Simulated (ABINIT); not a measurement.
# SnTe (Fm-3m) in ABINIT: band structure with TB-mBJ

Aim: the band structure of SnTe with TB-mBJ.

Program: ABINIT 10.8.3 (patched build). These are calculated values, not measurements. Logs are shortened: lines on timing, memory, paths and dates and some standing lists are left out, and cuts for length are marked. The log counts tension as positive stress, the text compression.

**The experiment to reproduce.**

From a printed reference work, textbook, for a bulk crystal of SnTe at 300 K: band gap 0.18 eV (direct).

The runs below are set against these values where they give the same quantity.

### Step 1. Starting point

It takes space group Fm-3m (No. 225, cubic). The conventional cell has a = 6.302 Å, b = 6.302 Å, c = 6.302 Å, α = 90.00°, β = 90.00°, γ = 90.00°. Around Te (site symmetry m-3m) lie 6 Sn at 3.15 Å. Sn (site symmetry m-3m) is surrounded by 6 Te at 3.15 Å.

### Step 2. Band structure, TB-mBJ

run.abi

```
# Datasets: ground state, then fixed potential
ndtset 2

# Pseudopotentials
pp_dirpath "./"
pseudos "Te.LDA_PW-JTH.xml, Sn.LDA_PW-JTH.xml"

# Structure
acell 8.4205719959 8.4205719959 8.4205719959
rprim
     0.0000000000     0.7071067812     0.7071067812
     0.7071067812     0.0000000000     0.7071067812
     0.7071067812     0.7071067812     0.0000000000
ntypat 2
znucl 52 50
natom 2
typat 1 2
xcart
     3.1508500000     3.1508500000     3.1508500000
     0.0000000000     0.0000000000     0.0000000000 Angstrom

# Plane-wave basis
ecut 26.0
pawecutdg 48.0

# Exchange and correlation
ixc -208012
usekden 1
pawxcdev 0

# Bands and occupations
occopt 3
tsmear 0.00183747

# SCF cycle
nstep 100
diemix 0.3
optforces 0
optstress 0

# Output
iomode 3
prtwf 0
prteig 0
prtebands 0
prtden1 1
prtkden1 1
prtvha1 1
prtvclmb1 1
prtpot1 1

# Dataset 1
kptopt1 1
ngkpt1 7 7 7
nshiftk1 1
shiftk1 0.0 0.0 0.0
nband1 14
tolvrs1 1.0e-7

# Dataset 2: bands along G-X-W-K-G-L-U-W-L-K
iscf2 -2
getden2 1
getkden2 1
nband2 20
nbdbuf2 4
tolwfr2 1.0e-11
kptopt2 -9
ndivsm2 6
prteig2 1
kptbounds2
     0.0000000000     0.0000000000     0.0000000000
     0.5000000000     0.0000000000     0.5000000000
     0.5000000000     0.2500000000     0.7500000000
     0.3750000000     0.3750000000     0.7500000000
     0.0000000000     0.0000000000     0.0000000000
     0.5000000000     0.5000000000     0.5000000000
     0.6250000000     0.2500000000     0.6250000000
     0.5000000000     0.2500000000     0.7500000000
     0.5000000000     0.5000000000     0.5000000000
     0.3750000000     0.3750000000     0.7500000000
```

Potentials or basis: JTH PAW LDA v2.0.

The run is started by

```console
abinit run.abi > log 2>&1
```

run.abo:

```text
.Version 10.8.3 of ABINIT
 DATASET    1 : space group Fm -3 m (#225); Bravais cF (face-center cubic)
================================================================================
 Values of the parameters that define the memory need for DATASET  1.
     intxc =       0    ionmov =       0      iscf =       7    lmnmax =      18
     lnmax =       6     mgfft =      40  mpssoang =       3    mqgrid =    3001
     natom =       2  nloc_mem =       2    nspden =       1   nspinor =       1
    nsppol =       1      nsym =      48    n1xccc =       1    ntypat =       2
    occopt =       3   xclevel =       2
       mpw =        2698          nfft =       64000          nkpt =          20
 PAW method is used; the additional fine FFT grid is defined by:
   mgfftf=        54    nfftf =    157464
================================================================================
================================================================================

 DATASET    2 : space group Fm -3 m (#225); Bravais cF (face-center cubic)
================================================================================
 Values of the parameters that define the memory need for DATASET  2.
     intxc =       0    ionmov =       0      iscf =      -2    lmnmax =      18
     lnmax =       6     mgfft =      40  mpssoang =       3    mqgrid =    3001
     natom =       2  nloc_mem =       2    nspden =       1   nspinor =       1
    nsppol =       1      nsym =      48    n1xccc =       1    ntypat =       2
    occopt =       3   xclevel =       2
       mpw =        2709          nfft =       64000          nkpt =         103
 PAW method is used; the additional fine FFT grid is defined by:
   mgfftf=        54    nfftf =    157464
================================================================================
================================================================================

--------------------------------------------------------------------------------
------------- Echo of variables that govern the present computation ------------
--------------------------------------------------------------------------------
 -outvars: echo values of preprocessed input variables --------
            acell      8.4205719959E+00  8.4205719959E+00  8.4205719959E+00 Bohr
              amu      1.27600000E+02  1.18710000E+02
           diemix      3.00000000E-01
             ecut      2.60000000E+01 Hartree
           getden1          0
           getden2          1
          getkden1          0
          getkden2          1
             iscf1          7
             iscf2         -2
                       outvar_i_n : Printing only first  50 k-points.
              ixc     -208012
           jdtset        1    2
                       outvar_i_n : Printing only first  50 k-points.
           kptopt1          1
           kptopt2         -9
         kptrlatt        7    0    0      0    7    0      0    0    7
          kptrlen1     5.89440040E+01
          kptrlen2     3.00000000E+01
            natom           2
            nband1         14
            nband2         20
           nbdbuf1          0
           nbdbuf2          4
           ndtset           2
           ndivsm1          0
           ndivsm2          6
            ngfft          40      40      40
          ngfftdg          54      54      54
             nkpt1         20
             nkpt2        103
            nstep         100
             nsym          48
           ntypat           2
           occopt           3
        optforces           0
        optstress           0
        pawecutdg      4.80000000E+01 Hartree
         pawxcdev           0
        prtebands           0
           prteig1          0
           prteig2          1
          prtkden           1
           prtpot1          1
           prtpot2          0
         prtvclmb1          1
[... 261 lines left out ...]
 Non-SCF case, kpt    1 (  0.00000  0.00000  0.00000), residuals and eigenvalues=
  4.51E-12  3.95E-12  3.63E-12  1.81E-12  6.45E-12  5.61E-12  4.02E-12  3.86E-12
  2.93E-12  5.15E-12  2.93E-12  5.13E-12  7.63E-12  4.16E-12  4.06E-12  8.98E-12
  9.19E-12  5.26E-12  1.57E-12  5.94E-12
 -8.4962E-01 -8.4962E-01 -8.4913E-01 -8.4913E-01 -8.4913E-01 -4.9339E-01
 -1.8849E-01 -1.0602E-01 -1.0602E-01 -1.0602E-01  1.1171E-01  1.1171E-01
  1.1171E-01  1.6015E-01  1.6015E-01  1.6015E-01  2.3428E-01  2.3428E-01
  2.5968E-01  2.9047E-01
 Non-SCF case, kpt    2 (  0.02941  0.00000  0.02941), residuals and eigenvalues=
  7.65E-12  5.53E-12  4.93E-12  9.23E-12  6.91E-12  9.17E-12  8.19E-12  5.60E-12
  5.33E-12  7.21E-12  4.38E-12  3.31E-12  4.88E-12  8.53E-12  5.73E-12  6.55E-12
[... 799 lines left out ...]
  6.29E-12  6.19E-12  5.29E-12  6.07E-12  4.58E-12  7.96E-12  8.89E-12  7.63E-12
  1.30E-09  1.42E-06  3.12E-05  5.04E-05
 -8.4999E-01 -8.4958E-01 -8.4910E-01 -8.4887E-01 -8.4882E-01 -4.3568E-01
 -2.9742E-01 -2.0744E-01 -1.4055E-01 -1.1509E-01  8.2665E-02  9.1881E-02
  1.5424E-01  1.8151E-01  2.8493E-01  2.9567E-01  3.8406E-01  4.3543E-01
  4.7286E-01  4.9562E-01
 Non-SCF case, kpt  103 (  0.37500  0.37500  0.75000), residuals and eigenvalues=
  7.15E-12  6.05E-12  5.60E-12  4.91E-12  7.21E-12  4.71E-12  5.13E-12  6.11E-12
  5.76E-12  7.13E-12  5.20E-12  4.11E-12  5.70E-12  6.84E-12  7.12E-12  3.28E-12
  1.21E-08  3.10E-06  1.40E-04  6.21E-04
 -8.5001E-01 -8.4956E-01 -8.4912E-01 -8.4885E-01 -8.4881E-01 -4.3510E-01
 -2.9313E-01 -2.1217E-01 -1.4439E-01 -1.2141E-01  9.2910E-02  9.7811E-02
  1.4535E-01  1.8947E-01  2.9436E-01  3.0382E-01  3.8898E-01  4.2150E-01
  4.7275E-01  5.0254E-01

Result for kinetic energy density :

--------------------------------------------------------------------------------
 Total kinetic energy density [Ha/Bohr^3]
)     Maximum=    8.7088E-01  at reduced coord.    0.9444    0.9815    0.9815
)     Minimum=    1.1342E-03  at reduced coord.    0.2593    0.2407    0.2407
   Integrated=    1.4202E+01
--------------------------------------------------------------------------------

--- !ResultsGS
iteration_state: {dtset: 2, }
comment   : Summary of ground state results
lattice_vectors:
- [  0.0000000,   5.9542436,   5.9542436, ]
- [  5.9542436,   0.0000000,   5.9542436, ]
- [  5.9542436,   5.9542436,   0.0000000, ]
lattice_lengths: [   8.42057,    8.42057,    8.42057, ]
lattice_angles: [ 60.000,  60.000,  60.000, ] # degrees, (23, 13, 12)
lattice_volume:   4.2219179E+02
convergence: {deltae:  0.000E+00, res2:  0.000E+00, residm:  9.992E-12, diffor:  0.000E+00, }
etotal    :  -6.29876777E+01
entropy   :   0.00000000E+00
fermie    :  -1.36166750E-02
cartesian_stress_tensor: null
pressure_GPa: null
xred      :
- [  5.0000E-01,   5.0000E-01,   5.0000E-01, Te]
- [  3.3025E-10,   3.3025E-10,   3.3025E-10, Sn]
cartesian_forces: null
force_length_stats: {min: null, max: null, mean: null, }
...

 Integrated electronic density in atomic spheres:
 ------------------------------------------------
 Atom  Sphere_radius  Integrated_density
    1        2.31107          3.15442904
    2        2.51086         11.77337805

================================================================================

 ----iterations are completed or convergence reached----

 Mean square residual over all n,k,spin=   64.457E-13; max=  99.921E-13
 reduced coordinates (array xred) for    2 atoms
       0.500000000330      0.500000000330      0.500000000330
       0.000000000330      0.000000000330      0.000000000330

 cartesian coordinates (angstrom) at end:
    1      3.15085000000000     3.15085000000000     3.15085000000000
    2      0.00000000208116     0.00000000208116     0.00000000208116
 length scales=  8.420571995900  8.420571995900  8.420571995900 bohr
              =  4.455974799975  4.455974799975  4.455974799975 angstroms
 Eigenvalues (hartree) for nkpt= 103  k points:
 kpt#   1, nband= 20, wtk=  1.00000, kpt=  0.0000  0.0000  0.0000 (reduced coord)
  -0.84962   -0.84962   -0.84913   -0.84913   -0.84913   -0.49339   -0.18849   -0.10602
  -0.10602   -0.10602    0.11171    0.11171    0.11171    0.16015    0.16015    0.16015
   0.23428    0.23428    0.25968    0.29047
 kpt#   2, nband= 20, wtk=  1.00000, kpt=  0.0294  0.0000  0.0294 (reduced coord)
  -0.84963   -0.84962   -0.84914   -0.84913   -0.84913   -0.49303   -0.19114   -0.10666
  -0.10666   -0.10252    0.10456    0.11156    0.11156    0.15817    0.16229    0.16229
   0.23468    0.24039    0.26260    0.29312
 kpt#   3, nband= 20, wtk=  1.00000, kpt=  0.0588  0.0000  0.0588 (reduced coord)
  -0.84963   -0.84962   -0.84914   -0.84912   -0.84912   -0.49197   -0.19795   -0.10854
  -0.10854   -0.09324    0.08708    0.11137    0.11137    0.15281    0.16842    0.16842
   0.23588    0.25332    0.27077    0.30262
 kpt#   4, nband= 20, wtk=  1.00000, kpt=  0.0882  0.0000  0.0882 (reduced coord)
  -0.84965   -0.84961   -0.84915   -0.84911   -0.84911   -0.49020   -0.20690   -0.11152
  -0.11152   -0.08060    0.06533    0.11158    0.11158    0.14535    0.17793    0.17793
   0.23787    0.26465    0.28292    0.32164
 kpt#   5, nband= 20, wtk=  1.00000, kpt=  0.1176  0.0000  0.1176 (reduced coord)
[... 381 lines left out ...]
  -0.13064   -0.09990    0.05951    0.07110    0.15067    0.17940    0.27064    0.28790
   0.38766    0.43838    0.45528    0.47954
 kpt# 101, nband= 20, wtk=  1.00000, kpt=  0.4000  0.4000  0.7000 (reduced coord)
  -0.84995   -0.84960   -0.84908   -0.84889   -0.84883   -0.43690   -0.30222   -0.19912
  -0.13595   -0.10793    0.07144    0.08269    0.16570    0.16849    0.27635    0.29042
   0.38515    0.44348    0.46377    0.48102
 kpt# 102, nband= 20, wtk=  1.00000, kpt=  0.3875  0.3875  0.7250 (reduced coord)
  -0.84999   -0.84958   -0.84910   -0.84887   -0.84882   -0.43568   -0.29742   -0.20744
  -0.14055   -0.11509    0.08266    0.09188    0.15424    0.18151    0.28493    0.29567
   0.38406    0.43543    0.47286    0.49562
 kpt# 103, nband= 20, wtk=  1.00000, kpt=  0.3750  0.3750  0.7500 (reduced coord)
  -0.85001   -0.84956   -0.84912   -0.84885   -0.84881   -0.43510   -0.29313   -0.21217
  -0.14439   -0.12141    0.09291    0.09781    0.14535    0.18947    0.29436    0.30382
   0.38898    0.42150    0.47275    0.50254

== END DATASET(S) ==============================================================
================================================================================

 -outvars: echo values of variables after computation  --------
            acell      8.4205719959E+00  8.4205719959E+00  8.4205719959E+00 Bohr
           etotal1    -6.2987677689E+01
            fcart1     9.9999999999E+99  9.9999999999E+99  9.9999999999E+99
                       9.9999999999E+99  9.9999999999E+99  9.9999999999E+99
            rprim      0.0000000000E+00  7.0710678120E-01  7.0710678120E-01
                       7.0710678120E-01  0.0000000000E+00  7.0710678120E-01
                       7.0710678120E-01  7.0710678120E-01  0.0000000000E+00
           strten1     9.9999999999E+99  9.9999999999E+99  9.9999999999E+99
                       9.9999999999E+99  9.9999999999E+99  9.9999999999E+99
           xangst      3.1508500000E+00  3.1508500000E+00  3.1508500000E+00
                       2.0811620536E-09  2.0811618349E-09  2.0811620536E-09
             xred      5.0000000033E-01  5.0000000033E-01  5.0000000033E-01
                       3.3025403245E-10  3.3025410184E-10  3.3025403245E-10
 Calculation completed.
```

Wall time 9.7 min (1 thread of Arm Neoverse V2, shared host); peak memory 0.24 GiB.

What came out:

- Band gap along the path: 0.20 eV, direct
- Valence electrons inside the program's atomic spheres: Te 3.15; Sn 11.77

Levels at the corners of the path, in eV from the Fermi level:
| point | band 8 | band 9 | band 10 | band 11 | band 12 | band 13 |
| --- | --- | --- | --- | --- | --- | --- |
| Γ | -2.51 | -2.51 | -2.51 | 3.41 | 3.41 | 3.41 |
| X | -5.79 | -4.04 | -4.04 | 2.27 | 4.93 | 4.93 |
| W | -5.07 | -5.07 | -1.19 | 0.83 | 4.64 | 4.64 |
| K | -5.40 | -3.56 | -2.93 | 2.90 | 3.03 | 4.33 |
| Γ | -2.51 | -2.51 | -2.51 | 3.41 | 3.41 | 3.41 |
| L | -2.21 | -2.21 | -0.09 | 0.11 | 0.28 | 0.28 |
| U | -5.40 | -3.56 | -2.93 | 2.90 | 3.03 | 4.33 |
| W | -5.07 | -5.07 | -1.19 | 0.83 | 4.64 | 4.64 |
| L | -2.21 | -2.21 | -0.09 | 0.11 | 0.28 | 0.28 |
| K | -5.40 | -3.56 | -2.93 | 2.90 | 3.03 | 4.33 |

Caveat: this odd mesh misses L, where the gap lies, so gap, dielectric constants and Born charges aren't listed; the constant c of TB-mBJ comes from the pseudo density here, which moves gaps by up to 0.3 eV between sets of potentials; the PAW data sets were made with another functional, which shifts forces and pressure a little; spin-orbit coupling is left out, which moves the levels of the heavy elements.

### Step 3. How close it comes

Step 2. Against the measured gap of SnTe, 0.18 eV (direct; 300 K; a printed reference work, textbook), the calculated 0.20 eV is off by +0.02 eV. Spin-orbit coupling on Sn, Te is left out. The value is that of TB-mBJ, without temperature or zero-point motion.
